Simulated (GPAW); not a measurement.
**TiSe in GPAW: the effect of strain uniaxial z**

Crystal: TiSe.

```xyz
4
Lattice="3.5590 0.0000 0.0000 -1.7795 3.0822 0.0000 0.0000 0.0000 5.9712" Properties=species:S:1:pos:R:3 pbc="T T T"
Se    1.7795    1.0274    4.4784
Se    0.0000    2.0548    1.4928
Ti    0.0000    0.0000    2.9856
Ti    0.0000    0.0000    0.0000
```

Alike in all runs:

```yaml
Program: GPAW 26.7.0
Task: single point
Functional: PBEsol
Potentials_or_basis: PAW data sets generated in the run's folder for this functional
Cutoff: 600 eV
Basis: pw
k_mesh: 6 × 6 × 3
Occupations: fermi-dirac, width 0.05 eV
Spin: no spin polarisation
Maxiter: 150
```

| strain uniaxial z | pressure (GPa) |
| --- | --- |
| -0.04 | 5.7 |
| -0.02 | 2.3 |
| -0.01 | 0.7 |
| 0 | -0.8 |
| 0.01 | -2.2 |
| 0.02 | ? |
| 0.04 | -6.0 |

**Question.** What does the run with strain uniaxial z 0.02 give?

**Answer.** Pressure -3.6 GPa.

Worked out: A parabola through the other rows of the pressure, of slope -130 GPa per unit of strain uniaxial z there, gives -3.6 GPa, against the run's -3.6.

Caveats: the density grid can change from cell to cell, which puts small steps into energies and stress.
